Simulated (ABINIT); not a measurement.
Crystal: Al2O3.

```
Al O
1.0
     2.88432    0.00000    0.00000
    -1.44216    2.49790    0.00000
     0.00000    0.00000    9.33675
Al O
2 3
Direct
  0.00000 0.00000 0.85001
  0.00000 0.00000 0.14999
  0.33333 0.66667 0.77768
  0.66667 0.33333 0.00000
  0.33333 0.66667 0.22232
```

Measurements of this composition are mostly on another form, of space group No. 167.

Program: ABINIT 10.8.3 (patched build). Alike in all runs: no spin polarisation; cell as given; k mesh 11 × 11 × 3; cutoff (eV) 626; smearing fermi-dirac 0.05 eV.

**Question.** Order these runs on this cell by their pressure, lowest first.
A. level LDA; potentials or basis JTH PAW LDA v2.0
B. level PBEsol; potentials or basis JTH PAW PBE v2.0
C. level PBE; potentials or basis JTH PAW PBE v2.0

**Answer.** A (-7.3 GPa), B (-2.1 GPa), C (0.3 GPa).

Caveats: the PAW data sets were made with another functional, which shifts forces and pressure a little (some runs).
